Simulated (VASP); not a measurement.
Input of a VASP 6.6.1 run:

The input INCAR:

```
ALGO = Normal ; EDIFF = 1E-7
ENCUT = 520 ; GGA = PS
ISIF = 2 ; ISMEAR = -1
LASPH = T ; LCHARG = F
LREAL = F ; LWAVE = F
NBANDS = 18 ; NELM = 80
PREC = Accurate ; SIGMA = 0.05
```

File KPOINTS:

```
k-points
0
Gamma
  8 8 8
```

File POSCAR:

```
InPd
1.0
    3.2718847800      0.0000000000      0.0000000000
    0.0000000000      3.2718847800      0.0000000000
    0.0000000000      0.0000000000      3.2718847800
In Pd
1 1
Direct
   -0.0067690000      0.0003210000      0.0083760000
    0.4891010000      0.5068780000      0.4918490000
```

Potentials or basis: VASP PAW PBE potentials, release 64 (In_d, Pd).

Run with:

```sh
$ cat potpaw_PBE.64/In_d/POTCAR potpaw_PBE.64/Pd/POTCAR > POTCAR
$ mpirun -np 1 vasp_std > vasp.out
```

Estimate the largest force.

0.227 eV/Å.

Estimate the band gap on the k mesh.

none (metal or under the smearing width).

Estimate the pressure.

-2.7 GPa.

Stress tensor (GPa, compression positive):
```
-2.68 -0.03  0.07
-0.03 -2.69 -0.11
 0.07 -0.11 -2.79
```

Caveat: the PAW data sets were made with another functional, which shifts forces and pressure a little.
